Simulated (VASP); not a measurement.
SnSe, 2 atoms in the cell. Symmetry: Fm-3m, No. 225, cubic system. Conventional cell: a = 5.978 Å, b = 5.978 Å, c = 5.978 Å, α = 90.00°, β = 90.00°, γ = 90.00°. Sn (site symmetry m-3m) is surrounded by 6 Se at 2.99 Å. Se (site symmetry m-3m) is surrounded by 6 Sn at 2.99 Å. Measurements of this composition are mostly on another form, of space group No. 62.

```yaml
Program: VASP 6.6.1
Task: single point
Functional: PBE
Dispersion: D3(BJ)
Potentials_or_basis: VASP PAW PBE potentials, release 64 (Sn_d, Se)
Cutoff: 520 eV
k_mesh: 10 × 10 × 10
Occupations: gaussian, width 0.02 eV
Spin: no spin polarisation
Dipole_correction: no
Further_INCAR_settings: ALGO = Fast; EDIFF = 1e-06; NBANDS = 17
```

Potentials or basis: VASP PAW PBE potentials, release 64 (Sn_d, Se).

Command:

```sh
$ cat potpaw_PBE.64/Sn_d/POTCAR potpaw_PBE.64/Se/POTCAR > POTCAR
$ mpirun -np 1 vasp_std > vasp.out
```

Hardware: 1 thread of Intel(R) Xeon(R) 6975P-C (Granite Rapids), on a shared host.

**Question.** How long does it take, and how much memory?

**Answer.** Wall time 16 s on 1 thread of Intel(R) Xeon(R) 6975P-C (Granite Rapids), with other jobs on the host, peak memory 0.2 GiB. Counts: scf iterations 13, k points 47.
